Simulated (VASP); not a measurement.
Wanted: an ASE script for a VASP 6.6.1 run.

| Property | Result |
| --- | --- |
| Task | single point |
| Functional | PBE |
| Potentials or basis | VASP PAW PBE potentials, release 64 (Mg) |
| Cutoff | 500 eV |
| k mesh | 10 × 10 × 10 |
| Occupations | gaussian, width 0.02 eV |
| Spin | no spin polarisation |
| Further INCAR settings | ALGO = Fast; EDIFF = 1.00e-06; NBANDS = 7 |

Crystal: Mg.

```xyz
1
Lattice="0.0000 2.2443 2.2443 2.2443 0.0000 2.2443 2.2443 2.2443 0.0000" Properties=species:S:1:pos:R:3 pbc="T T T"
Mg    0.0000    0.0000    0.0000
```

This isn't the form of Mg at room conditions, which is hcp.

These files were run (other wordings do the same):

run.py

```python
from ase import Atoms
from ase.calculators.vasp import Vasp
from ase.dft.bandgap import bandgap

atoms = Atoms(
    ['Mg'],
    cell=[[0.0, 2.244256, 2.244256], [2.244256, 0.0, 2.244256], [2.244256, 2.244256, 0.0]],
    scaled_positions=[[0.0, 0.0, 0.0]],
    pbc=True,
)
calc = Vasp(
    directory='calc',
    xc='pbe',
    pp='PBE',
    setups='minimal',
    prec='Accurate',
    encut=500,
    ediff=1e-06,
    ismear=0,
    sigma=0.02,
    lreal=False,
    lasph=True,
    nelm=60,
    algo='Fast',
    isif=2,
    lwave=False,
    lcharg=False,
    kpts=[10, 10, 10],
    gamma=True,
    nbands=7,
)
atoms.calc = calc

print('energy (eV):', atoms.get_potential_energy())
print('free energy (eV):', atoms.get_potential_energy(force_consistent=True))
print('forces (eV/A):')
print(atoms.get_forces())
print('stress (eV/A^3, Voigt):', atoms.get_stress())
print('Fermi level (eV):', calc.get_fermi_level())
gap, top, bottom = bandgap(calc)
print('band gap (eV):', gap, 'from (spin, k, band)', top, 'to', bottom)
```

Potentials or basis: VASP PAW PBE potentials, release 64 (Mg).

Command:

```sh
$ python run.py
```

It gave:

The pressure is 0.7 GPa. The band gap on the k mesh is none (metal or under the smearing width).

Wall time 4.8 s on 1 thread of Intel(R) Xeon(R) 6975P-C (Granite Rapids), with other jobs on the host, peak memory 0.13 GiB.
